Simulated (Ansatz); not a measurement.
# BN (model cell, started as CsCl type): a soft mode frozen in

Wanted: the energy along a soft mode of BN (model cell, started as CsCl type) and the structure at the end.

Method: DFT PBEsol, scalar-relativistic, plane waves, PAW; PAW set soft_1, in Ansatz 0.2.0.

This is a report of a sequence of runs, with most program output left out.

The structure was built from a prototype and need not be the compound's stable phase.

## 1. The structure

It takes space group Pm-3m (No. 221, cubic). The conventional cell has a = 2.300 Å, b = 2.300 Å, c = 2.300 Å, α = 90.00°, β = 90.00°, γ = 90.00°. B has 8 N at 1.99 Å nearest. N has 8 B at 1.99 Å nearest. Farther neighbours and most contacts between anions are not listed.

As a file:

```cif
data_structure
_symmetry_space_group_name_H-M 'Pm-3m'
_symmetry_Int_Tables_number 221
_cell_length_a 2.3002
_cell_length_b 2.3002
_cell_length_c 2.3002
_cell_angle_alpha 90.000
_cell_angle_beta 90.000
_cell_angle_gamma 90.000
_cell_volume 12.17
loop_
_atom_site_label
_atom_site_type_symbol
_atom_site_symmetry_multiplicity
_atom_site_Wyckoff_symbol
_atom_site_fract_x
_atom_site_fract_y
_atom_site_fract_z
_atom_site_occupancy
B1 B 1 a 0.00000 0.00000 0.00000 1
N1 N 1 b 0.50000 0.50000 0.50000 1
```

## 2. Phonons on a q mesh

The cell comes from relaxations at this level that are not shown. Stability and thermal properties need the whole zone. Linear response on a 4×4×4 q mesh gives force constants as far as a supercell of that size would.

input.yaml

```yaml
crystal:
  lattice:
    - [2.3002356086, 0.0, 0.0]
    - [0.0, 2.3002356086, 0.0]
    - [0.0, 0.0, 2.3002356086]
  atoms:
    - { symbol: B, position: [0.0, 0.0, 0.0] }
    - { symbol: "N", position: [0.5, 0.5, 0.5] }
kpoints:
  mp_grid: { grid: [20, 20, 20] }
hamiltonian:
  xc: pbesol
  pseudopotentials: { kind: paw, azcp: { folder: soft_1 }, xc_functional: pbe }
scf:
  occupations: { method: methfessel_paxton, width: 0.2 }
output:
  eigenvalues: true
phonons:
  method: dfpt
  qmesh: [4, 4, 4]
  temperatures: { t_max: 1000, t_step: 50 }
  qpath:
    path:
      - [[0.0, 0.0, 0.0], [0.0, 0.5, 0.0], [0.5, 0.5, 0.0], [0.0, 0.0, 0.0], [0.5, 0.5, 0.5], [0.0, 0.5, 0.0]]
      - [[0.5, 0.5, 0.5], [0.5, 0.5, 0.0]]
    npoints: 10
```

The run is started by

```sh
$ ansatz run input.yaml --threads 4 --pin off --max-ram 10240MiB --backend cpu --events-out ev --progress --plain --runs-dir out
```

Wall time 99 s (4 threads of Intel Xeon Platinum 8375C at 2.90GHz (Ice Lake), shared host); peak memory 1.5 GiB; 6.1 min of CPU time.

Numbers from this step:

```yaml
volume_per_atom: 6.085 Å³
gap_on_the_k_mesh: 0 eV
sum_rule_residual_before_enforcement: 1.83e-5 eV/Å²
lowest_frequency_on_the_path: -1311 cm⁻¹
point_group: m-3m
highest_frequency_on_the_path_or_at_a_solved_wavevector: 503.4 cm⁻¹
highest_optical_mode_at_the_zone_centre_no_lo_to_term: -777.0 cm⁻¹
lowest_optical_zone_centre_mode: -777.0 cm⁻¹
lowest_mode_on_the_q_mesh_acoustic_modes_at_gamma_apart: -1311 cm⁻¹
```

Frequencies (cm⁻¹) solved at each irreducible wavevector; negative means imaginary. Frequencies by wavevector, by row:

| q in reciprocal lattice units | star | mode 1 | mode 2 | mode 3 | mode 4 | mode 5 | mode 6 |
| --- | --- | --- | --- | --- | --- | --- | --- |
| 0 0 0 | 1 | -777 | -777 | -777 | 0 | 0 | 0 |
| 0 0 0.25 | 6 | -774.1 | -774.1 | -618.6 | -272.7 | -272.7 | 352.9 |
| 0 0 -0.5 | 3 | -786.5 | -786.5 | -441.5 | -441.5 | -164.7 | 478.1 |
| 0 0.25 0.25 | 12 | -795.9 | -723.1 | -483.8 | -424.2 | -246.8 | 331.3 |
| 0 0.25 -0.5 | 12 | -966.6 | -678.2 | -585.8 | -510.9 | 212.6 | 467.5 |
| 0 -0.5 -0.5 | 3 | -1311 | -699.6 | -649.3 | -649.3 | 503.4 | 503.4 |
| 0.25 0.25 0.25 | 8 | -630.3 | -629.9 | -629.9 | -360.8 | 215.3 | 215.3 |
| 0.25 0.25 -0.5 | 12 | -812.2 | -631.2 | -489.6 | -351 | 285.1 | 434.2 |
| 0.25 -0.5 -0.5 | 6 | -704.1 | -522.3 | -522.3 | -462.1 | 457.3 | 457.3 |
| -0.5 -0.5 -0.5 | 1 | -182.3 | -182.3 | -182.3 | 147.4 | 147.4 | 147.4 |

Interpolated from a 4×4×4 q mesh. The phonon branches at the labelled points (cm⁻¹):

| point | branch 1 | branch 2 | branch 3 | branch 4 | branch 5 | branch 6 |
| --- | --- | --- | --- | --- | --- | --- |
| Γ | -777 | -777 | -777 | 0 | 0 | 0 |
| halfway | -774 | -774 | -619 | -273 | -273 | 353 |
| X | -786 | -786 | -442 | -442 | -165 | 478 |
| halfway | -967 | -678 | -586 | -511 | 213 | 468 |
| M | -1311 | -700 | -649 | -649 | 503 | 503 |
| halfway | -796 | -723 | -484 | -424 | -247 | 331 |
| Γ | -777 | -777 | -777 | 0 | 0 | 0 |
| halfway | -630 | -630 | -630 | -361 | 215 | 215 |
| R | -182 | -182 | -182 | 147 | 147 | 147 |
| halfway | -812 | -631 | -490 | -351 | 285 | 434 |
| X | -786 | -786 | -442 | -442 | -165 | 478 |
| jump to R | -182 | -182 | -182 | 147 | 147 | 147 |
| halfway | -704 | -522 | -522 | -462 | 457 | 457 |
| M | -1311 | -700 | -649 | -649 | 503 | 503 |

Symmetry leaves 10 wavevectors to solve. The lowest mode among them, the acoustic zeros apart, lies at q = (0, -0.5, -0.5) and is imaginary, 1311.2i cm⁻¹, so the energy falls along it.

## 3. The mode frozen in, largest atomic shift 0 Å

The mode followed lies at q = (0, -0.5, -0.5) with frequency 1311.2i cm⁻¹, the softest among the wavevectors solved. At small amplitude the distorted cell has space group no. 129 by a symmetry search on the positions. The undistorted cell that holds it gives the zero of energy on the same k mesh.

System of this step: BN (model cell, started as CsCl type). Symmetry: Pm-3m, No. 221, cubic system. The conventional cell has a = 2.300 Å, b = 2.300 Å, c = 2.300 Å, α = 90.00°, β = 90.00°, γ = 90.00°. B has 8 N at 1.99 Å nearest. Nearest to N lie 8 B at 1.99 Å. Farther neighbours and most contacts between anions are not listed.

input.yaml, the sections that differ from step 2:

```yaml
crystal:
  lattice:
    - [-2.3002356086, 0.0, 0.0]
    - [0.0, -2.3002356086, -2.3002356086]
    - [0.0, -2.3002356086, 2.3002356086]
  atoms:
    - { symbol: B, position: [0.0, 0.5, 0.5] }
    - { symbol: B, position: [0.0, 1.0, 0.0] }
    - { symbol: "N", position: [0.5, 0.0, 0.5] }
    - { symbol: "N", position: [0.5, 0.5, 0.0] }
kpoints:
  mp_grid: { grid: [18, 14, 14] }
output:
  forces: true
  stress: true
  eigenvalues: true
# hamiltonian, scf: as in step 2
# phonons: removed
```

It took 1.4 s on 4 threads; peak memory 0.42 GiB.

Numbers from this step:

```yaml
pressure: -0.04246 GPa
energy_from_the_undistorted_cell: 0 meV/atom
```

The run ends at a pressure of -0.04 GPa.

## 4. The mode frozen in, largest atomic shift 0.6 Å

The atoms are moved along the unstable eigenvector, the largest shift by 0.6 Å, with the cell fixed.

input.yaml, as its differences from that of step 3:

```diff
@@ -8,4 +8,4 @@
     - { symbol: B, position: [0.0, 1.0, 0.0] }
-    - { symbol: "N", position: [0.5, 0.0, 0.5] }
-    - { symbol: "N", position: [0.5, 0.5, 0.0] }
+    - { symbol: "N", position: [0.7608428449, 0.0, 0.5] }
+    - { symbol: "N", position: [0.2391571551, 0.5, 0.0] }
 kpoints:
```

It took 1.6 s on 4 threads; peak memory 0.42 GiB.

This step gave:

```
pressure                         : -18.01 GPa
energy from the undistorted cell : -1448 meV/atom
```

The energy, extrapolated to zero smearing, is -1448.17 meV/atom against the undistorted cell.

The run ends at a pressure of -18.01 GPa, with forces up to 2.1 eV/Å.

## 5. Energy along the mode, all amplitudes (two of the runs are shown above)

An imaginary frequency means negative curvature, so the energy should fall and then rise again as anharmonic terms take over.

This step gave:

* depth at the lowest point sampled: 1448 meV/atom
* largest atomic shift at that point: 0.6 Å

Table of energy from the parent by largest atomic shift:

| largest atomic shift (Å) | energy from the parent (meV/atom) |
| --- | --- |
| 0.000 | 0 |
| 0.040 | -32.5 |
| 0.080 | -121 |
| 0.140 | -305 |
| 0.220 | -568 |
| 0.320 | -874 |
| 0.450 | -1207 |
| 0.600 | -1448 |

Displacement at unit largest shift by atom:

| atom | x (Å) | y (Å) | z (Å) | size |
| --- | --- | --- | --- | --- |
| B1 | 0.00 | 0.00 | 0.00 | 0.00 |
| B2 | 0.00 | 0.00 | 0.00 | 0.00 |
| N3 | -1.00 | 0.00 | 0.00 | 1.00 |
| N4 | 1.00 | 0.00 | 0.00 | 1.00 |

The lowest of the steps tried is the last one, at 0.6 Å, 1448 meV/atom below the parent; the bottom of the well need not coincide with a step.

## 6. Relaxing from the distorted cell

Starting from the lowest point found, all atoms and the cell are let go, so that strain and other modes of the same symmetry can join in.

input.yaml, as its differences from that of step 4:

```diff
@@ -21 +21,6 @@
   eigenvalues: true
+relax:
+  adjacent_minimum: "off"
+  f_tol: 0.002
+  max_steps: 120
+  cell: { stress_tol: 0.03 }
```

Elapsed: 75 s, on 4 threads; peak memory 0.5 GiB; 4.7 min of CPU time.

Step by step (22 of 45):

| step | energy less that of the first step (eV) | largest force component (eV/Å) | pressure (GPa) | volume (Å³) |
| --- | --- | --- | --- | --- |
| 1 | 0.0000 | 2.1374 | -18.01 | 24.34 |
| 3 | -1.9103 | 0.4449 | 2.33 | 23.73 |
| 5 | -2.9987 | 0.5364 | 11.13 | 23.95 |
| 7 | -3.5225 | 0.2226 | 7.85 | 24.13 |
| 9 | -3.6015 | 0.0172 | -0.27 | 25.00 |
| 11 | -3.6016 | 0.0000 | 0.00 | 24.98 |
| 14 | -4.2831 | 0.0498 | 5.53 | 26.36 |
| 16 | -4.3973 | 0.0045 | 1.71 | 27.82 |
| 18 | -4.4069 | 0.0074 | -0.04 | 28.54 |
| 20 | -4.4069 | 0.0001 | 0.00 | 28.54 |
| 22 | -4.5191 | 0.0227 | 1.71 | 29.28 |
| 24 | -4.5343 | 0.0137 | 0.26 | 30.94 |
| 26 | -4.5340 | 0.0004 | 0.05 | 31.01 |
| 28* | -4.5558 | 0.0032 | 0.48 | 31.07 |
| 30 | -4.5581 | 0.0060 | 0.15 | 32.35 |
| 32 | -4.5577 | 0.0008 | 0.01 | 32.46 |
| 35 | -4.5634 | 0.0067 | 0.00 | 33.09 |
| 37 | -4.5633 | 0.0011 | -0.01 | 33.13 |
| 39 | -4.5654 | 0.0003 | 0.02 | 33.27 |
| 41* | -4.5659 | 0.0001 | 0.01 | 33.41 |
| 43 | -4.5656 | 0.0020 | -0.03 | 33.54 |
| 45* | -4.5659 | 0.0001 | 0.01 | 33.54 |

Relaxation steps marked * repeat the geometry before them on a plane-wave basis chosen anew for their cell, so energy and pressure can jump there. Other such steps can lie between the rows shown. Relaxation step 25 was tried and not accepted.

The run keeps the 16 symmetry operations that it works with, so distortions that break them were not tested.

| cell as run | before | after | change |
| --- | --- | --- | --- |
| a (Å) | 2.300 | 4.387 | +90.7 % |
| b (Å) | 3.253 | 2.765 | -15.0 % |
| c (Å) | 3.253 | 2.765 | -15.0 % |
| volume (Å³/atom) | 6.09 | 8.38 | +37.8 % |

The atoms that moved most (Å, as changes of fractional coordinates times the final cell):

| atom | dx | dy | dz | length |
| --- | --- | --- | --- | --- |
| N3 | -0.305 | 0.000 | 0.000 | 0.305 |
| N4 | 0.305 | 0.000 | 0.000 | 0.305 |

The relaxed structure:

```
B N
1.0
    -4.38661    0.00000    0.00000
     0.00000   -1.95513   -1.95513
     0.00000   -1.95513    1.95513
B N
2 2
Direct
  0.00000 0.50000 0.50000
  0.00000 0.00000 0.00000
  0.83029 0.00000 0.50000
  0.16971 0.50000 0.00000
```

Numbers from this step:

| Item | Value |
| --- | --- |
| pressure | 0.006047 GPa |
| gap on the k-mesh | 5.193 eV |
| volume per atom | 8.384 Å³ |

The distorted start has space group P4/nmm; the relaxation ends in P4/nmm.

## 7. The new phase in its own primitive cell

The relaxed structure is symmetrised, reduced to its primitive cell and relaxed tightly, as its phonons need.

input.yaml, the sections that differ from step 6:

```yaml
crystal:
  lattice:
    - [2.7649680045, 0.0, 0.0]
    - [0.0, 2.7649680045, 0.0]
    - [0.0, 0.0, 4.386613039]
  atoms:
    - { symbol: B, position: [0.5, 0.5, 0.0] }
    - { symbol: B, position: [0.0, 0.0, 0.0] }
    - { symbol: "N", position: [0.0, 0.5, 0.8302944966] }
    - { symbol: "N", position: [0.5, 0.0, 0.1697055034] }
kpoints:
  mp_grid: { grid: [8, 8, 6] }
scf:
  occupations: { method: fixed }
relax:
  adjacent_minimum: "off"
  f_tol: 0.001
  max_steps: 60
  cell: { stress_tol: 0.01 }
# hamiltonian, output: as in step 6
```

Run time: 3.2 s. Hardware: 4 threads; peak memory 0.36 GiB; 11 s of CPU time.

The steps of the relaxation:

| step | energy less that of the first step (eV) | largest force component (eV/Å) | pressure (GPa) | volume (Å³) |
| --- | --- | --- | --- | --- |
| 1 | 0.0000 | 0.0002 | 0.01 | 33.54 |
| 2 | 0.0000 | 0.0001 | 0.00 | 33.55 |
| 3 | 0.0001 | 0.0003 | 0.00 | 33.57 |
| 4 | 0.0001 | 0.0002 | 0.00 | 33.57 |
| 5* | 0.0000 | 0.0002 | 0.01 | 33.57 |
| 6 | 0.0000 | 0.0012 | -0.01 | 33.59 |
| 7 | 0.0001 | 0.0002 | 0.00 | 33.60 |
| 8* | 0.0000 | 0.0002 | 0.00 | 33.60 |

Relaxation steps marked * repeat the geometry before them on a plane-wave basis chosen anew for their cell, so energy and pressure can jump there.

Forces are held to the 16 operations that the run works with; a distortion that breaks them can't arise in this run.

| conventional cell, symmetrised | before | after | change |
| --- | --- | --- | --- |
| a (Å) | 2.765 | 2.765 | -0.0 % |
| b (Å) | 2.765 | 2.765 | -0.0 % |
| c (Å) | 4.387 | 4.395 | +0.2 % |
| volume (Å³/atom) | 8.38 | 8.40 | +0.2 % |

Final coordinates:

```cif
data_structure
_symmetry_space_group_name_H-M 'P 1'
_symmetry_Int_Tables_number 1
_cell_length_a 2.7649
_cell_length_b 2.7649
_cell_length_c 4.3948
_cell_angle_alpha 90.000
_cell_angle_beta 90.000
_cell_angle_gamma 90.000
_cell_volume 33.60
loop_
_atom_site_label
_atom_site_type_symbol
_atom_site_fract_x
_atom_site_fract_y
_atom_site_fract_z
_atom_site_occupancy
B1 B 0.50000 0.50000 0.00000 1
B2 B 0.00000 0.00000 0.00000 1
N3 N 0.00000 0.50000 0.83060 1
N4 N 0.50000 0.00000 0.16940 1
```

This step gave:

| Item | Value |
| --- | --- |
| pressure | 0.004664 GPa |
| gap on the k-mesh | 5.168 eV |
| volume per atom | 8.399 Å³ |
| direct gap on mesh | 6.205 eV |

The largest force component left is 0.21 meV/Å and the pressure is 0.005 GPa, within the tolerances set. The cell now holds 8.40 Å³/atom.

## 8. Modes of the new phase, k-mesh 8×8×6, occupations fixed

A relaxed structure may still be a saddle point, so its zone-centre modes are computed. The response to a homogeneous field gives the Born charges and the dielectric tensor, and its change with displacement the Raman tensors.

input.yaml, the sections that differ from step 7:

```yaml
crystal:
  lattice:
    - [2.7649066728, 0.0, 0.0]
    - [0.0, 2.7649066728, 0.0]
    - [0.0, 0.0, 4.3947781606]
  atoms:
    - { symbol: B, position: [0.5, 0.5, 0.0] }
    - { symbol: B, position: [0.0, 0.0, 0.0] }
    - { symbol: "N", position: [0.0, 0.5, 0.8305986376] }
    - { symbol: "N", position: [0.5, 0.0, 0.1694013624] }
output:
  eigenvalues: true
phonons:
  method: dfpt
  dielectric: true
  rigid_motions: translations
  raman: true
# kpoints, hamiltonian, scf: as in step 7
# relax: removed
```

Run time: 22 s. Hardware: 4 threads; peak memory 0.69 GiB; 79 s of CPU time.

This step gave:

| Item | Value |
| --- | --- |
| sum-rule residual before enforcement | 2.38e-5 eV/Å² |
| miss of the charge sum rule | 5.48e-4 e |
| estimated error of the dielectric tensor | 0.01151 |
| estimated error of the Born charges | 0.009987 e |
| point group | 4/mmm |
| highest optical mode at the zone centre (no LO-TO term) | 1009 cm⁻¹ |
| lowest optical zone-centre mode | 353.4 cm⁻¹ |
| mean high-frequency dielectric constant | 3.910 |
| largest Born charge (third of the trace) | 2.306 e |
| mean static dielectric constant | 12.77 |
| top of the zone-centre spectrum with the field | 1152 cm⁻¹ |

Patterns of degenerate modes are one choice out of their space. Modes at Γ, with each element's share of the kinetic energy:

| mode | frequency (cm⁻¹) | symmetry | B % | N % |
| --- | --- | --- | --- | --- |
| 1 | 0.0 | acoustic | 44 | 56 |
| 2 | 0.0 | acoustic | 44 | 56 |
| 3 | 0.0 | acoustic | 44 | 56 |
| 4 | 353.4 | B1g | 100 | 0 |
| 5 | 586.4 | Eu | 56 | 44 |
| 6 | 586.4 | Eu | 56 | 44 |
| 7 | 628.0 | Eg | 18 | 82 |
| 8 | 628.0 | Eg | 18 | 82 |
| 9 | 689.3 | A1g | 0 | 100 |
| 10 | 868.7 | Eg | 82 | 18 |
| 11 | 868.7 | Eg | 82 | 18 |
| 12 | 1008.9 | A2u | 56 | 44 |

Displacements in mode 4 (353.4 cm⁻¹), the largest set to 1:
```
B1   0.00  0.00 -1.00
B2   0.00  0.00  1.00
N3   0.00  0.00  0.00
N4   0.00  0.00  0.00
```

Displacements in mode 12 (1008.9 cm⁻¹), the largest set to 1:
```
B1   0.00  0.00  1.00
B2   0.00  0.00  1.00
N3   0.00  0.00 -0.77
N4   0.00  0.00 -0.77
```

Optical modes at the zone centre, without and with the macroscopic field of the longitudinal modes; each column is sorted by frequency, so a row need not hold one and the same mode. Modes with and without the field, by row:

| rank among optical modes | no field (cm⁻¹) | q along (1, 0, 0) (cm⁻¹) | q along (0, 0, 1) (cm⁻¹) |
| --- | --- | --- | --- |
| 1 | 353.4 | 353.4 | 353.4 |
| 2 | 586.4 | 586.4 | 586.4 |
| 3 | 586.4 | 628 | 586.4 |
| 4 | 628 | 628 | 628 |
| 5 | 628 | 689.3 | 628 |
| 6 | 689.3 | 868.7 | 689.3 |
| 7 | 868.7 | 868.7 | 868.7 |
| 8 | 868.7 | 1009 | 868.7 |
| 9 | 1009 | 1152 | 1064 |

Born charge (rows field, columns displacement) (e), principal values of the symmetric part by kind of site:

| atom | atoms with these values | low | middle | high | mean |
| --- | --- | --- | --- | --- | --- |
| B1 | 2 | 0.78 | 3.07 | 3.07 | 2.31 |
| N3 | 2 | -3.07 | -3.07 | -0.78 | -2.31 |

In full for B1:

```
3.07 0.00 0.00
0.00 3.07 0.00
0.00 0.00 0.78
```

High-frequency dielectric tensor:

```
4.59 0.00 0.00
0.00 4.59 0.00
0.00 0.00 2.55
```

Static dielectric tensor (ions relaxed, fixed cell):

```
17.74  0.00  0.00
 0.00 17.74  0.00
 0.00  0.00  2.83
```

Transverse modes. Infrared lines, with heights relative to the strongest:

| position (cm⁻¹) | label | relative intensity |
| --- | --- | --- |
| 353 | B1g | 0.0 |
| 586 | Eu | 100 |
| 628 | Eg | 0.0 |
| 689 | A1g | 0.0 |
| 869 | Eg | 0.0 |
| 1009 | A2u | 3.2 |

Activity x (w_L - w)^4 (n + 1)/w, 532 nm, 300 K; modes without the macroscopic field alone. Raman lines, with heights relative to the strongest:

| position (cm⁻¹) | label | relative intensity |
| --- | --- | --- |
| 353 | B1g | 18 |
| 586 | Eu | 0.0 |
| 628 | Eg | 33 |
| 689 | A1g | 100 |
| 869 | Eg | 11 |
| 1009 | A2u | 0.0 |

Before it was imposed, the acoustic sum rule was missed by 2.4e-5 eV/Å² and the charge sum rule by 5.5e-4 e. Small misses are needed for a sound result but don't prove that mesh and cutoff are converged. The lowest optical mode is real, 353 cm⁻¹.

## 9. Results

```json
{
  "unstable mode of the parent": "q = (0, -0.5, -0.5), 1311i cm⁻¹",
  "depth at the lowest point sampled": "1448 meV/atom",
  "largest atomic shift at that point": "0.6 Å",
  "space group reached (within 0.01 Å)": "P4/nmm",
  "energy gained over the parent (first relaxation, on the mesh of the frozen mode)": "2590 meV/atom",
  "volume per atom, phase reached": "8.40 Å³",
  "gap on the k-mesh, phase reached": "5.17 eV",
  "lowest optical zone-centre mode, phase reached": "353 cm⁻¹",
  "highest optical mode at the zone centre (no LO-TO term), phase reached": "1009 cm⁻¹"
}
```

What this shows: Along this mode the structure falls into P4/nmm, 2590 meV/atom below the parent. At the parent's cell the well is 1448 meV/atom deep on the steps tried, with its lowest point at a shift of 0.6 Å. That is the last step tried, so the steps alone don't bracket the bottom of the well. Relaxing atoms and cell changes the gain by +1141.42 meV/atom against the lowest step (energies at zero smearing). The new phase has no imaginary mode at the zone centre of its cell; other wavevectors were not checked. Of the 2 patterns followed to their end from this parent, this one reaches the lowest energy. Each path keeps the symmetry of its pattern, so a lower phase may lie along a pattern not tried. With no gap, or one that is small against the smearing, the frequencies hang on the k mesh and the smearing, most of all near Kohn anomalies. The PAW files were made for PBE and serve the other functionals too. The starting cell was built on a prototype and not taken from a measurement, so the phase need not exist.

[Logs are printed without paths, hosts, clocks, repeated set-up lines and the standing remarks that a program may print on its own settings, such as how far it seeks lower states.]

[Hosts, paths, dates, database ids (printed as entryN), source tags and the programs' standing remarks are cut or masked in the printed files.]
